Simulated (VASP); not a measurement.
Crystal: GaSb.

```xyz
2
Lattice="0.0000 3.0590 3.0590 3.0590 0.0000 3.0590 3.0590 3.0590 0.0000" Properties=species:S:1:pos:R:3 pbc="T T T"
Sb    4.5885    4.5885    4.5885
Ga    0.0000    0.0000    0.0000
```

```yaml
Program: VASP 6.6.1
Task: relaxation of cell and atoms
Functional: HSEsol
Potentials_or_basis: VASP PAW PBE potentials, release 64 (Sb, Ga_d)
Cutoff: 600 eV
k_mesh: 4 × 4 × 4
Occupations: fermi-dirac, width 0.05 eV
Spin: no spin polarisation
```

At the start: pressure -1.4 GPa; volume 28.62 Å³/atom.

Where does the relaxation end?

Over 3 steps the energy falls by 3.4 meV/atom and the volume is 27.90 Å³/atom (-2.5 %); space group F-43m (No. 216, to 0.05 Å).

The path:
```
step  energy change (eV)  largest force (eV/Å)  pressure (GPa)  volume (Å³)
   1              0.0000                0.0000           -1.44        57.25
   2             -0.0053                0.0000            0.77        55.15
   3             -0.0067                0.0000           -0.05        55.80
```

Final structure:
```cif
data_structure
_symmetry_space_group_name_H-M 'P 1'
_symmetry_Int_Tables_number 1
_cell_length_a 4.2892
_cell_length_b 4.2892
_cell_length_c 4.2892
_cell_angle_alpha 60.000
_cell_angle_beta 60.000
_cell_angle_gamma 60.000
_cell_volume 55.80
loop_
_atom_site_label
_atom_site_type_symbol
_atom_site_fract_x
_atom_site_fract_y
_atom_site_fract_z
_atom_site_occupancy
Sb1 Sb 0.75000 0.75000 0.75000 1
Ga1 Ga 0.00000 0.00000 0.00000 1
```

Caveat: the k mesh is coarse (spacing up to 0.44 Å⁻¹), so the values aren't converged, least of all with exact exchange; the PAW data sets were made with another functional, which shifts forces and pressure a little.
